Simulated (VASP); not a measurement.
Set up this calculation in VASP 6.6.1, as the native input.

- Task: relaxation of cell and atoms
- Functional: PBEsol
- Potentials or basis: VASP PAW PBE potentials, release 64 (Ti_sv)
- Cutoff: 600 eV
- k mesh: 5 × 5 × 5
- Occupations: fermi-dirac, width 0.1 eV
- Spin: no spin polarisation
- Dipole correction: no
- Further INCAR settings: ALGO = Normal; EDIFF = 1e-06; IBRION = 2; EDIFFG = -0.03; NSW = 50; ISIF = 8

The structure of Ti lies in POSCAR:

```
Ti
1.0
    4.1300000000      0.0000000000      0.0000000000
    0.0000000000      4.1300000000      0.0000000000
    0.0000000000      0.0000000000      4.1300000000
Ti
4
Direct
    0.0000000000      0.0000000000      0.0000000000
    0.0000000000      0.5000000000      0.5000000000
    0.5000000000      0.0000000000      0.5000000000
    0.5000000000      0.5000000000      0.0000000000
```

The cell was built by a generator and needn't be a form met in nature.

These files were run (other wordings do the same):

INCAR

```
SYSTEM = Ti
PREC = Accurate ; ENCUT = 600
EDIFF = 1E-6 ; ISMEAR = -1
SIGMA = 0.1 ; LREAL = .FALSE.
LASPH = .TRUE. ; NELM = 100
ALGO = Normal ; ISIF = 8
LWAVE = .FALSE. ; LCHARG = .FALSE.
GGA = PS ; IBRION = 2
NSW = 50 ; EDIFFG = -0.03
```

KPOINTS

```
regular mesh
0
G
  5 5 5
  0 0 0
```

Potentials or basis: VASP PAW PBE potentials, release 64 (Ti_sv).

Command:

```console
$ cat potpaw_PBE.64/Ti_sv/POTCAR > POTCAR
$ mpirun -np 1 vasp_std > vasp.out
```

Results of the run:

The relaxed volume is 16.66 Å³/atom. The relaxed cell is a = 4.054 Å, b = 4.054 Å, c = 4.054 Å, α = 90.00°, β = 90.00°, γ = 90.00°, the space group after relaxing (to 0.05 Å) is Fm-3m (No. 225) and the energy gained by relaxing is 17.6 meV/atom. The ionic steps are 3 and the pressure after relaxing is 0.0 GPa. The band gap on the k mesh is none (metal or under the smearing width).

Caveat: the PAW data sets were made with another functional, which shifts forces and pressure a little.

Wall time 42 s on 1 thread of Intel(R) Xeon(R) Platinum 8488C (Sapphire Rapids), with other jobs on the host, peak memory 0.21 GiB.
